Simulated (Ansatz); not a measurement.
# NaCl (P1) in Ansatz: convergence with n extra bands

Aim: find how far n extra bands must go before the results for NaCl settle, at PBE. This setting moves, with any that are tied to it; all else stays.

Everything below comes from runs of Ansatz 0.2.0. Logs are shortened: lines on timing, memory, paths and dates and some standing lists are left out, and cuts for length are marked.

## Step 1: The cell of the first run

The typed cell holds 2 atoms: a = 3.502 Å, b = 3.502 Å, c = 3.502 Å, α = 90.00°, β = 90.00°, γ = 90.00°.

The cell comes from a database or a generator and needn't be the stable form of this composition.

The cell isn't the ideal one: atoms moved at random, drawn with an rms of 0.05 Å.

## Step 2: With n extra bands 1

input.yaml reads:

```yaml
crystal:
  lattice:
    - [3.50219, 0.0, 0.0]
    - [0.0, 3.50219, 0.0]
    - [0.0, 0.0, 3.50219]
  atoms:
    - { symbol: Cl, position: [0.498263, 0.496396, 0.501942] }
    - { symbol: Na, position: [-0.00929, 0.001483, -0.007313] }
hamiltonian:
  xc: pbe
  pseudopotentials: { kind: paw, source: jth }
kpoints:
  mp_grid: { grid: [6, 6, 6] }
scf:
  occupations: { method: gaussian, width: 0.05 }
  n_extra_bands: 1
output:
  forces: true
  stress: true
  eigenvalues: true
```

Potentials or basis: JTH PAW.

Launch:

```console
$ ansatz run input.yaml --threads 2 --pin off --max-ram 5632MiB --backend cpu --events-out ev --progress --plain --runs-dir out
```

Output:

```text
Warning: the checks of this Cl dataset prove no rule for summing its radial tables, as where they were carried onto another mesh than they were made on, and Gregory's rule is taken, under which a leading mesh point left out moves its sums only by what lay on the interval it spanned. That does not make them correct, and they differ from Quantum ESPRESSO's on this file; a re-export a fraction of a mesh step off can move them. hamiltonian.pseudopotentials.radial_quadrature: simpson_from_first_knot sums it by `pw.x`'s rule; on a PAW file no value gives `pw.x`'s numbers. What more to know: hamiltonian.pseudopotentials.radial_quadrature, in the input reference
Warning: the checks of this Na dataset prove no rule for summing its radial tables, as where they were carried onto another mesh than they were made on, and Gregory's rule is taken, under which a leading mesh point left out moves its sums only by what lay on the interval it spanned. That does not make them correct, and they differ from Quantum ESPRESSO's on this file; a re-export a fraction of a mesh step off can move them. hamiltonian.pseudopotentials.radial_quadrature: simpson_from_first_knot sums it by `pw.x`'s rule; on a PAW file no value gives `pw.x`'s numbers. What more to know: hamiltonian.pseudopotentials.radial_quadrature, in the input reference
Warning: RAYON_NUM_THREADS=2 ignored (pool sized by the plan → 2); use --threads N
scf.n_extra_bands = 1 over 8 filled bands (N_el = 16.0): the run solves 9 bands
Engine: ansatz 0.2.0, x86_64-unknown-linux-gnu
Pseudopotentials: kind: paw
Pseudopotential: Cl, paw, valence charge 7, recommended cutoff 930 eV (normal), Cl.paw.azcp
Pseudopotential: Na, paw, valence charge 9, recommended cutoff 1440 eV (normal), Na.paw.azcp
Functional definition: PBE
  parameter kappa = 0.804
  parameter beta = 0.06672455060314922
  exchange = pbe_x(kappa = kappa, mu = beta*pi^2/3)
  correlation = pbe_c(beta = beta)
Crystal: 2 atoms, lattice volume = 42.956 Å³
Basis set: ecut = 1440 eV, 5377 PW (Γ), exchange–correlation on 90×90×90 points (8 copies of the dense FFT grid, shifted against one another)
Bands: 9, of which v1, the nominal top of the filled ones, is band 8 counted from 1 (7 counted from 0)
Symmetry: 1 space group operations
Space group: P1 (ITA 1), of the structure as read, at distance tolerance 3.5e-5 Å
k-points: 112 of 216 (time reversal used)
Non-local potential: Cl, projectors of the file, l = 0: 2, l = 1: 2
Non-local potential: Na, projectors of the file, l = 0: 2, l = 1: 2
PAW form: soft (Blöchl's): semilocal exchange-correlation on the pseudo side does not see the compensation charge
PAW one-centre angular grid: Cl, 110 points (default); XC on 64 Gauss nodes
PAW one-centre angular grid: Na, 110 points (default); XC on 64 Gauss nodes
Initial density: superposition of atomic densities (chi_scale 0.1, normalization cell, long waves kept (reshape's long-wave potential 0.00 eV rms))
Initial wavefunctions: pseudopotential atomic-orbital guess
Functional: x = pbe(κ = 0.804, μ = 0.2195149727645171), c = pbe(β = 0.06672455060314922)
SCF iter   1: F=—  HF=-2570.848394 eV  |F-HF|=—  |Δ(HF+E_count)|=         —  Δρ=1.00e-1  dr2=3.58e0  ethr=3.10e-3  ⟨swp⟩=6.3  Hψ=8666  notcnv=0
preconditioner: auto → none  [insulator: Δε(μ)=2.006 eV  Ē_g=9.237 eV  σ=0.050 eV  W_gap=1.00  n_scr=6 (ndim 8)  ℏωp=16.0 eV  f_vac=0.002  D(μ)=0.00/eV (n_scr^D=0)  ε∞_Penn≈4.0]
SCF iter   2: F=—  HF=-2569.184848 eV  |F-HF|=—  |Δ(HF+E_count)|=    1.66e0  Δρ=3.72e-2  dr2=2.19e-1  ethr=3.10e-3  ⟨swp⟩=4.0  Hψ=3141  notcnv=0
SCF iter   3: F=—  HF=-2569.111594 eV  |F-HF|=—  |Δ(HF+E_count)|=   7.33e-2  Δρ=1.56e-2  dr2=3.22e-2  ethr=1.37e-3  ⟨swp⟩=2.2  Hψ=1479  notcnv=0
SCF iter   4: F=—  HF=-2569.102994 eV  |F-HF|=—  |Δ(HF+E_count)|=   8.60e-3  Δρ=5.88e-3  dr2=6.86e-3  ethr=2.01e-4  ⟨swp⟩=2.9  Hψ=1782  notcnv=0
SCF iter   5: F=—  HF=-2569.101329 eV  |F-HF|=—  |Δ(HF+E_count)|=   1.67e-3  Δρ=7.31e-4  dr2=1.22e-4  ethr=4.29e-5  ⟨swp⟩=2.0  Hψ=1865  notcnv=0
SCF iter   6: F=—  HF=-2569.101412 eV  |F-HF|=—  |Δ(HF+E_count)|=   8.28e-5  Δρ=1.01e-4  dr2=3.68e-6  ethr=7.61e-7  ⟨swp⟩=3.1  Hψ=2205  notcnv=0
SCF iter   7: F=—  HF=-2569.101443 eV  |F-HF|=—  |Δ(HF+E_count)|=   3.13e-5  Δρ=9.08e-6  dr2=2.77e-8  ethr=6.25e-10  ⟨swp⟩=8.0  Hψ=8811  notcnv=0
SCF iter   8: F=-2569.101443 eV  HF=-2569.101443 eV  |F-HF|=1.06e-9  |Δ(HF+E_count)|=   3.93e-9  Δρ=1.99e-6  dr2=1.50e-9  ethr=1.73e-10  ⟨swp⟩=4.0  Hψ=4803  notcnv=0
SCF 1 converged in 8 iterations: F = -2569.101443 eV  dr2 = 1.50e-9
SCF converged after 8 iterations
Free energy (F): -2569.101443 eV
Harris-Foulkes:  -2569.101443 eV  (|F-HF|=1.06e-9)
Internal energy: -2569.101443 eV  (E = F + TS)
E sigma→0 (E₀):  -2569.101443 eV
Fermi energy:    4.409716 eV
--- Per-component energies (eV) ---
  E_band       = -228.175393
  E_kinetic    = 423.545604
  E_local      = -1165.003260  (includes V_loc(G=0)·N_el)
  E_nonlocal   = -308.151207
  E_hartree    = 502.858539
  E_xc         = -201.357617
  E_vxc        = -229.020553  (∫ρ·V_xc dr)
  E_paw        = -855.077039  (= ΣΔE_a)
  E_vpaw       = 44.737225  (= ΣTr[D̂ρ^β])
  E_aug_tail   = 0.000028  (compensation charges beyond the density's cutoff)
  E_ewald      = -965.916491
  E_smearing   = -0.000000  (= −TS)
  E_closure    = 0.000000  (closes the sum)
  Σ components = -2569.101443   (vs F -2569.101443, Δ=0.00e0)
--- Forces (eV/Å), atoms counted from 1 ---
  atom   1  Cl    -0.00988682     0.00667782    -0.01207371
  atom   2  Na     0.00989738    -0.00669285     0.01209494
  max |Σ_I F_I| component: 2.12e-5 eV/Å
--- Stress (GPa, compression-positive) ---
        0.267922      -0.007102       0.012880
       -0.007102       0.267598      -0.008689
        0.012880      -0.008689       0.268223
  P = ⅓ Tr σ = 0.2679 GPa (2.679 kbar)
--- Band table (eV; the first three rows and the last of 112) ---
  k-point 0: bands = ["-47.7614", "-19.6589", "-19.6589", "-19.6588", "-10.9526", "1.9318", "1.9319", "1.9320", "6.3960"]
  k-point 1: bands = ["-47.7610", "-19.6691", "-19.6580", "-19.6579", "-10.8688", "1.1413", "1.9888", "1.9890", "7.1233"]
  k-point 2: bands = ["-47.7603", "-19.6893", "-19.6561", "-19.6561", "-10.6916", "-0.0299", "2.1076", "2.1079", "8.4069"]
  k-point 111: bands = ["-47.7569", "-19.6853", "-19.6853", "-19.6852", "-10.0598", "0.5835", "0.5837", "0.5840", "9.5126"]
```

Run time: 23 s. Hardware: 2 threads of Intel Xeon at 2.50GHz (Skylake/Cascade Lake), shared host; peak memory 0.69 GiB.

What came out:

| Item | Value |
| --- | --- |
| Free energy | -2569.1014 eV |
| Pressure | 0.3 GPa |
| Largest force | 0.017 eV/Å |
| Band gap on the k mesh | 3.97 eV, indirect (least direct gap 4.46 eV) |

## Step 3: With n extra bands 2

input.yaml: that of step 2 with these lines changed.

```diff
@@ -15,3 +15,3 @@
   occupations: { method: gaussian, width: 0.05 }
-  n_extra_bands: 1
+  n_extra_bands: 2
 output:
```

Potentials or basis: JTH PAW.

Launch:

```console
$ ansatz run input.yaml --threads 2 --pin off --max-ram 5632MiB --backend cpu --events-out ev --progress --plain --runs-dir out
```

Wall time 22 s (2 threads of Intel Xeon at 2.50GHz (Skylake/Cascade Lake), shared host); peak memory 0.7 GiB.

What came out:

- Free energy: -2569.1014 eV
- Pressure: 0.3 GPa
- Largest force: 0.017 eV/Å
- Band gap on the k mesh: 3.97 eV, indirect (least direct gap 4.46 eV)

## Step 4: With n extra bands 4

input.yaml: that of step 3 with these lines changed.

```diff
@@ -15,3 +15,3 @@
   occupations: { method: gaussian, width: 0.05 }
-  n_extra_bands: 2
+  n_extra_bands: 4
 output:
```

Launch:

```console
$ ansatz run input.yaml --threads 2 --pin off --max-ram 5632MiB --backend cpu --events-out ev --progress --plain --runs-dir out
```

It took 30 s on 2 threads of Intel Xeon at 2.50GHz (Skylake/Cascade Lake), shared host; peak memory 0.76 GiB.

Results:

```yaml
Free_energy: -2569.1014 eV
Pressure: 0.3 GPa
Largest_force: 0.017 eV/Å
Band_gap_on_the_k_mesh: 3.97 eV, indirect (least direct gap 4.46 eV)
```

## Step 5: With n extra bands 8

input.yaml: that of step 4 with these lines changed.

```diff
@@ -15,3 +15,3 @@
   occupations: { method: gaussian, width: 0.05 }
-  n_extra_bands: 4
+  n_extra_bands: 8
 output:
```

Launch:

```console
$ ansatz run input.yaml --threads 2 --pin off --max-ram 5632MiB --backend cpu --events-out ev --progress --plain --runs-dir out
```

Run time: 33 s. Hardware: 2 threads of Intel Xeon at 2.50GHz (Skylake/Cascade Lake), shared host; peak memory 0.83 GiB.

Results (log left out):

```
Free energy            : -2569.1014 eV
Pressure               : 0.3 GPa
Largest force          : 0.017 eV/Å
Band gap on the k mesh : 3.97 eV, indirect (least direct gap 4.46 eV)
```

## Step 6: With n extra bands 16

input.yaml: that of step 5 with these lines changed.

```diff
@@ -15,3 +15,3 @@
   occupations: { method: gaussian, width: 0.05 }
-  n_extra_bands: 8
+  n_extra_bands: 16
 output:
```

Potentials or basis: JTH PAW.

Launch:

```console
$ ansatz run input.yaml --threads 2 --pin off --max-ram 5632MiB --backend cpu --events-out ev --progress --plain --runs-dir out
```

Wall time 41 s (2 threads of Intel Xeon at 2.50GHz (Skylake/Cascade Lake), shared host); peak memory 1 GiB.

It converged, with:

- Free energy: -2569.1014 eV
- Pressure: 0.3 GPa
- Largest force: 0.017 eV/Å
- Band gap on the k mesh: 3.97 eV, indirect (least direct gap 4.46 eV)

## Step 7: With n extra bands 32

input.yaml: that of step 6 with these lines changed.

```diff
@@ -15,3 +15,3 @@
   occupations: { method: gaussian, width: 0.05 }
-  n_extra_bands: 16
+  n_extra_bands: 32
 output:
```

Launch:

```console
$ ansatz run input.yaml --threads 2 --pin off --max-ram 5632MiB --backend cpu --events-out ev --progress --plain --runs-dir out
```

Wall time 55 s (2 threads of Intel Xeon at 2.50GHz (Skylake/Cascade Lake), shared host); peak memory 1.3 GiB.

Results (log left out):

- Free energy: -2569.1014 eV
- Pressure: 0.3 GPa
- Largest force: 0.017 eV/Å
- Band gap on the k mesh: 3.97 eV, indirect (least direct gap 4.46 eV)

## Step 8: Summary

```csv
n extra bands,"energy less the tightest run, at zero smearing (meV/atom)",SCF cycles,CPU time (s),peak memory (GiB)
1,0.00,8,43,0.69
2,0.00,7,41,0.7
4,0.00,7,56,0.76
8,0.00,8,61,0.83
16,0.00,8,78,1
32,0.00,7,110,1.3
```

Against the tightest run, the energy stays within 1 meV/atom from 1 on. The tightest run that finished is the yardstick and may itself not be fully converged.
